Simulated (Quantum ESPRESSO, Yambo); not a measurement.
Planning a run of Yambo 5.3.0 on CdTe (F-43m). The input:

```
HF_and_locXC
gw0
dyson
ppa
em1d
rim_cut
RandQpts= 1000000
RandGvec= 1 RL
EXXRLvcs= 94 Ry
VXCRLvcs= 376 Ry
Chimod= "HARTREE"
% BndsRnXp
 1 | 305 |
%
NGsBlkXp= 15.5 Ry
% LongDrXp
 1 | 1 | 1 |
%
% GbndRnge
 1 | 305 |
%
DysSolver= "n"
ExtendOut
PPAPntXp= 27.21138 eV
% QPkrange
 1 | 1 | 21 | 24 |
%
```

```sh
OMP_NUM_THREADS=1 mpirun -n 4 yambo -F gw1.in -J gw1 -C gw1 > gw1.log
```

The stored states that it reads are on a 4×4×4 mesh. Symmetry: F-43m, No. 216, cubic system. Conventional cell: a = 6.480 Å, b = 6.480 Å, c = 6.480 Å, α = 90.00°, β = 90.00°, γ = 90.00°. Nearest to Cd lie 4 Te at 2.81 Å. Te has 4 Cd at 2.81 Å nearest. Farther neighbours and most contacts between anions are not listed.

Question: Estimate wall time and host memory on 4 MPI ranks of Arm Neoverse V1, shared host.

It took 18 min; on shared hardware allow 8.9 min to 36 min. Peak host memory was 3.2 GiB.

The screening grows as filled bands × empty bands × pairs of k points, times the square of the screening basis for the matrix.

[Paths, hosts, dates, memory and timing lines, banners, echoed tables and standing remarks are left out of the program output.]

[Logs are printed without paths, hosts, clocks, repeated set-up lines and the standing remarks that a program may print on its own settings, such as how far it seeks lower states.]

[Runs of the session that timed out or met a known fault of the program may be left out.]

[Hosts, paths, dates, database ids (printed as entryN), source tags and the programs' standing remarks are cut or masked in the printed files.]
